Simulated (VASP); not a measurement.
# ZnS (P6_3mc) in VASP: notebook

The runs below take ZnS through relaxation of shape and atoms at fixed volume, single point, with PBE.

Program: VASP 6.6.1. These are calculated values, not measurements. Logs are shortened: lines on timing, memory, paths and dates and some standing lists are left out, and cuts for length are marked.

**What was measured.**

From a printed reference work, monograph, for a bulk crystal of ZnS at 4 K: band gap 3.911 eV (direct).

The runs below are set against these values where they give the same quantity.

**1. The cell of the first run**

Symmetry: P6_3mc, No. 186, hexagonal system. Conventional cell: a = 3.971 Å, b = 3.971 Å, c = 6.504 Å, α = 90.00°, β = 90.00°, γ = 120.00°. Zn (site symmetry 3m) has 4 S at 2.43 to 2.44 Å within 3.2 Å. S (site symmetry 3m) has 4 Zn at 2.43 to 2.44 Å within 3.2 Å.

**2. Relaxation of shape and atoms at fixed volume, PBE (volume scaled by 1.10)**

Input file INCAR:

```
PREC     = Accurate       # precision mode
ENCUT    = 600            # plane-wave cutoff, eV
EDIFF    = 1E-6           # SCF threshold, eV
ISMEAR   = 0              # smearing method
SIGMA    = 0.02           # smearing width, eV
LREAL    = False          # projectors in reciprocal space
LASPH    = True           # aspherical terms in the spheres
NELM     = 100            # most SCF steps
ALGO     = Normal         # electronic algorithm
ISIF     = 4              # what is computed and relaxed
LWAVE    = False          # write WAVECAR
LCHARG   = False          # write CHGCAR
GGA      = PE             # functional
IBRION   = 2              # ionic algorithm
NSW      = 50             # ionic steps
EDIFFG   = -0.01          # ionic threshold
```

Input file KPOINTS:

```
Automatic mesh
0
Gamma
  12 12 6
```

Input file POSCAR:

```
ZnS
1.0
    3.9712050245      0.0000000000      0.0000000000
   -1.9856025123      3.4391644349      0.0000000000
    0.0000000000      0.0000000000      6.5036949395
Zn S
2 2
Direct
    0.3333333333      0.6666666667      0.0050514702
    0.6666666667      0.3333333333      0.5050514702
    0.3333333333      0.6666666667      0.3799485298
    0.6666666667      0.3333333333      0.8799485298
```

Potentials or basis: VASP PAW PBE potentials, release 64 (Zn, S).

Command:

```sh
cat potpaw_PBE.64/Zn/POTCAR potpaw_PBE.64/S/POTCAR > POTCAR
mpirun -np 1 vasp_std > vasp.out
```

OUTCAR:

```text
PREC = Accurate
   ENCUT = 600
   EDIFF = 1E-6
   ISMEAR = 0
   LREAL = False
   LASPH = True
   NELM = 100
   ISIF = 4
   GGA = PE
   IBRION = 2
   NSW = 50
   EDIFFG = -0.01

 ion  position               nearest neighbor table
   1  0.333  0.667  0.005-   4 2.43   4 2.43   4 2.43   3 2.44
   2  0.667  0.333  0.505-   3 2.43   3 2.43   3 2.43   4 2.44
   3  0.333  0.667  0.380-   2 2.43   2 2.43   2 2.43   1 2.44
   4  0.667  0.333  0.880-   1 2.43   1 2.43   1 2.43   2 2.44

  LATTYP: Found a hexagonal cell.
 ALAT       =     3.9712050245
 C/A-ratio  =     1.6377132128

  Lattice vectors:

 A1 = (   3.9712050245,   0.0000000000,   0.0000000000)
 A2 = (  -1.9856025123,   3.4391644349,   0.0000000000)
 A3 = (   0.0000000000,   0.0000000000,   6.5036949395)

Analysis of symmetry for initial positions (statically):
=====================================================================
 Subroutine PRICEL returns:
 Original cell was already a primitive cell.

 Routine SETGRP: Setting up the symmetry group for a
 hexagonal supercell.

 Subroutine GETGRP returns: Found 12 space group operations
 (whereof  6 operations were pure point group operations)
 out of a pool of 24 trial point group operations.

The static configuration has the point symmetry C_3v.
 The point group associated with its full space group is C_6v.

Analysis of symmetry for dynamics (positions and initial velocities):
=====================================================================
 Subroutine PRICEL returns:
 Original cell was already a primitive cell.

 Routine SETGRP: Setting up the symmetry group for a
 hexagonal supercell.

 Subroutine GETGRP returns: Found 12 space group operations
 (whereof  6 operations were pure point group operations)
 out of a pool of 24 trial point group operations.

The dynamic configuration has the point symmetry C_3v.
 The point group associated with its full space group is C_6v.

 Subroutine INISYM returns: Found 12 space group operations
 (whereof  6 operations are pure point group operations),
 and found     1 'primitive' translations

----------------------------------------------------------------------------------------
[... 154 lines left out ...]
  -------------------------------------------------------------------------------------
  Total       -2.8922451     -2.8922451     -2.8886802      0.0000000      0.0000000      0.0000000
  in kB      -52.1687301    -52.1687301    -52.1044278      0.0000000      0.0000000      0.0000000
  external PRESSURE =     -52.1472960 kB  Pullay stress =       0.0000000 kB

 VOLUME and BASIS-vectors are now :
 -----------------------------------------------------------------------------
  energy-cutoff  :      600.00
  volume of cell :       88.83
      direct lattice vectors                 reciprocal lattice vectors
     3.971205025  0.000000000  0.000000000     0.251812735  0.145384151  0.000000000
    -1.985602512  3.439164435  0.000000000     0.000000000  0.290768301  0.000000000
     0.000000000  0.000000000  6.503694939     0.000000000  0.000000000  0.153758749

 POSITION                                       TOTAL-FORCE (eV/Angst)
 -----------------------------------------------------------------------------------
     -0.00000      2.29278      0.03285        -0.000000      0.000000     -0.010383
      1.98560      1.14639      3.28470         0.000000     -0.000000     -0.010383
     -0.00000      2.29278      2.47107         0.000000      0.000000      0.010383
      1.98560      1.14639      5.72292        -0.000000      0.000000      0.010383
 -----------------------------------------------------------------------------------
    total drift:                               -0.000000     -0.000000     -0.000453

  FREE ENERGIE OF THE ION-ELECTRON SYSTEM (eV)
  ---------------------------------------------------
  free  energy   TOTEN  =       -13.5541858794 eV

  energy  without entropy=      -13.5541858794  energy(sigma->0) =      -13.55418588

--------------------------------------- Ionic step        2  -------------------------------------------

 number of electron      36.0000016 magnetization

 Free energy of the ion-electron system (eV)
  ---------------------------------------------------
  ext. energy  EPLUGINS =         0.00000000
  ---------------------------------------------------
  free energy    TOTEN  =       -13.55420277 eV

  energy without entropy =      -13.55420277  energy(sigma->0) =      -13.55420277

 E-fermi :   1.2270     XC(G=0):  -9.0782

 val. band max:        1.0943126123   @ k =   0.0000   0.0000   0.0000
 cond. band min:       2.7646537611   @ k =   0.0000   0.0000   0.0000
 fundamental gap:      1.6703411488
 Fermi energy:         1.2270366231

 k-point     1 :       0.0000    0.0000    0.0000
  band No.  band energies     occupation
      1     -11.3126      2.00000
      2     -10.5825      2.00000
      3      -4.8545      2.00000
      4      -4.8480      2.00000
      5      -4.8480      2.00000
      6      -4.7848      2.00000
[... 589 lines left out ...]
     21       6.8702      0.00000
     22       7.1866      0.00000

 [... further k-points ...]
[... 5 lines left out ...]
  --------------------------------------------------------------------------------------
  -------------------------------------------------------------------------------------
  Total       -2.9087551     -2.9087551     -2.9016380      0.0000000      0.0000000      0.0000000
  in kB      -52.4665284    -52.4665284    -52.3381537      0.0000000      0.0000000      0.0000000
  external PRESSURE =     -52.4237368 kB  Pullay stress =       0.0000000 kB

 VOLUME and BASIS-vectors are now :
 -----------------------------------------------------------------------------
  energy-cutoff  :      600.00
  volume of cell :       88.83
      direct lattice vectors                 reciprocal lattice vectors
     3.971148111  0.000000000  0.000000000     0.251816344  0.145386234  0.000000000
    -1.985574055  3.439115146 -0.000000000    -0.000000000  0.290772468  0.000000000
     0.000000000  0.000000000  6.503881360    -0.000000000  0.000000000  0.153754342

 POSITION                                       TOTAL-FORCE (eV/Angst)
 -----------------------------------------------------------------------------------
     -0.00000      2.29274      0.03235         0.000000      0.000000     -0.006415
      1.98557      1.14637      3.28429        -0.000000     -0.000000     -0.006415
     -0.00000      2.29274      2.47164         0.000000      0.000000      0.006415
      1.98557      1.14637      5.72358        -0.000000     -0.000000      0.006415
 -----------------------------------------------------------------------------------
    total drift:                               -0.000000     -0.000000     -0.000265

  FREE ENERGIE OF THE ION-ELECTRON SYSTEM (eV)
  ---------------------------------------------------
  free  energy   TOTEN  =       -13.5542027717 eV

  energy  without entropy=      -13.5542027717  energy(sigma->0) =      -13.55420277

 reached required accuracy - stopping structural energy minimisation
```

CONTCAR:

```text
ZnS
   1.00000000000000
     3.9711481107411553    0.0000000000020139    0.0000000000000000
    -1.9855740554188328    3.4391151461347573   -0.0000000000000000
     0.0000000000000000    0.0000000000000000    6.5038813603434082
  Zn              S
     2     2
Direct
     0.3333333332999970    0.6666666667000030    0.0049744489518128
     0.6666666667000030    0.3333333332999970    0.5049744489518128
     0.3333333332999970    0.6666666667000030    0.3800255510481852
     0.6666666667000030    0.3333333332999970    0.8800255510481924

  0.00000000E+00  0.00000000E+00  0.00000000E+00
  0.00000000E+00  0.00000000E+00  0.00000000E+00
  0.00000000E+00  0.00000000E+00  0.00000000E+00
  0.00000000E+00  0.00000000E+00  0.00000000E+00
```

Run time: 87 s. Hardware: 1 thread of Intel Xeon 6975P-C (Granite Rapids), shared host; peak memory 0.33 GiB.

What came out:

```yaml
Free_energy: -13.5542 eV
Energy_gained_by_relaxing: 0.0 meV/atom
Ionic_steps: 2
Pressure_after_relaxing: -5.2 GPa
Largest_force_after_relaxing: 0.006 eV/Å
Band_gap_on_the_k_mesh: 1.67 eV, direct
```

Forces in eV/Å, atoms in the order of the input:
```
Zn   0.000  0.000 -0.006
Zn   0.000  0.000 -0.006
S    0.000  0.000  0.006
S    0.000  0.000  0.006
```

Final structure:
```xyz
4
Lattice="3.9711 0.0000 0.0000 -1.9856 3.4391 0.0000 0.0000 0.0000 6.5039" Properties=species:S:1:pos:R:3 pbc="T T T"
Zn    0.0000    2.2927    0.0324
Zn    1.9856    1.1464    3.2843
S     0.0000    2.2927    2.4716
S     1.9856    1.1464    5.7236
```

Caveat: the cell differs from its parent crystal (volume scaled by 1.10).

**3. Single point, PBE**

This run uses another cell than the first one, of 20.19 Å³/atom, 0.909 times its volume.

Input file INCAR:

```
SYSTEM = ZnS
PREC = Accurate
ENCUT = 520
EDIFF = 1E-6
ISMEAR = 0
SIGMA = 0.02
LREAL = .FALSE.
LASPH = .TRUE.
NELM = 60
ALGO = Normal
ISIF = 2
LWAVE = .FALSE.
LCHARG = .TRUE.
GGA = PE
LELF = .TRUE.
LVHAR = .TRUE.
NBANDS = 26
```

Input file KPOINTS:

```
Automatic mesh
0
G
  9 9 6
  0 0 0
```

Input file POSCAR:

```
ZnS
1.0
    3.8455099668      0.0000000000      0.0000000000
   -1.9227549834      3.3303093218      0.0000000000
    0.0000000000      0.0000000000      6.3052902589
Zn S
2 2
Direct
    0.3333333333      0.6666666667      0.0052193591
    0.6666666667      0.3333333333      0.5052193591
    0.3333333333      0.6666666667      0.3797806409
    0.6666666667      0.3333333333      0.8797806409
```

Potentials or basis: VASP PAW PBE potentials, release 64 (Zn, S).

Command:

```sh
cat potpaw_PBE.64/Zn/POTCAR potpaw_PBE.64/S/POTCAR > POTCAR
mpirun -np 1 vasp_std > vasp.out
```

It took 83 s on 1 thread of Intel Xeon Platinum 8488C (Sapphire Rapids), shared host; peak memory 0.24 GiB.

It converged, with:

```yaml
Free_energy: -13.6938 eV
Pressure: 0.1 GPa
Band_gap_on_the_k_mesh: 2.08 eV, direct
```

Levels at points of the mesh, in eV from the valence-band top:
```tsv
k point	band 15	band 16	band 17	band 18	band 19	band 20	band 21	band 22
(0.00, 0.00, 0.00)	-0.85	-0.07	0.00	0.00	2.08	3.05	6.33	6.33
(0.00, 0.00, 0.50)	-0.45	-0.45	-0.45	-0.45	3.48	3.48	6.76	6.76
```

**4. How close it comes**

Step 3. Against the measured gap of ZnS, 3.911 eV (direct; 4 K; a printed reference work, monograph), the calculated 2.08 eV is off by -1.83 eV. The value is that of PBE, without temperature or zero-point motion. Semilocal functionals fall short of measured gaps as a rule.
